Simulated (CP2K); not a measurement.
## CdSe in CP2K: the effect of pseudo set

Crystal: CdSe.

```
Cd Se
1.0
     4.34202    0.00000    0.00000
     2.17101    3.76030    0.00000
     2.17101    1.25343    3.54524
Cd Se
1 1
Cartesian
  0.0000 0.0000 0.0000
  2.1710 1.2534 0.8863
```

Measurements of this composition are mostly on another form, of space group No. 186.

Alike in all runs:

```yaml
Program: CP2K 2026.2
Task: band structure
Functional: PBE
Density_cutoff: 6123 eV
k_mesh: 8 × 8 × 8
Occupations: fermi-dirac, width 0.05 eV
Spin: no spin polarisation
```

```tsv
pseudo set	gap on the mesh (eV)	pressure (GPa)
PBE	0.55	2.1
PADE	0.55	0.8
BLYP	0.54	2.1
SCAN	?	?
PBE0	0.76	1.8
```

**Question.** What does the run with pseudo set SCAN give?

**Answer.** gap on the mesh 0.77 eV; pressure 2.6 GPa.

Caveats: the basis of atomic orbitals isn't converged, which shifts pressures, moduli and gaps; the potentials were made for another functional, which shifts forces and pressure (some runs).

